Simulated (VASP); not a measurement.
Write the native input for VASP 6.6.1 that does the following.

```
Task                   : single point
Functional             : PBE
Potentials or basis    : VASP PAW PBE potentials, release 64 (Cd, Se)
Cutoff                 : 520 eV
k mesh                 : 7 × 7 × 4
Occupations            : fermi-dirac, width 0.05 eV
Spin                   : no spin polarisation
Further INCAR settings : ALGO = Normal; EDIFF = 1e-07; NBANDS = 26
```

The structure of CdSe lies in POSCAR:

```
CdSe
1.0
    4.0942900000      0.0000000000      0.0000000000
    0.0000000000      4.0942900000      0.0000000000
    0.0000000000      0.0000000000      7.3563000000
Cd Se
2 2
Direct
    0.0000000000      0.5000000000      0.0000000000
    0.5000000000      0.0000000000      0.5000000000
    0.5000000000      0.5000000000      0.2500000000
    0.5000000000      0.5000000000      0.7500000000
```

The cell was built by a generator and needn't be a form met in nature.

The input as run:

INCAR

```
ALGO = Normal
EDIFF = 1E-7
ENCUT = 520
GGA = PE
ISIF = 2
ISMEAR = -1
LASPH = T
LCHARG = T
LELF = T
LREAL = F
LVHAR = T
LWAVE = F
NBANDS = 26
NELM = 100
PREC = Accurate
SIGMA = 0.05
```

KPOINTS

```
k-points
0
Gamma
  7 7 4
```

Potentials or basis: VASP PAW PBE potentials, release 64 (Cd, Se).

Run with:

```bash
$ cat potpaw_PBE.64/Cd/POTCAR potpaw_PBE.64/Se/POTCAR > POTCAR
$ mpirun -np 1 vasp_std > vasp.out
```

It gave:

```
Pressure               : 0.2 GPa
Band gap on the k mesh : none (metal or under the smearing width)
```

Wall time 51 s on 1 thread of AMD EPYC 9R45 (Zen 5), on a shared host, peak memory 0.22 GiB.
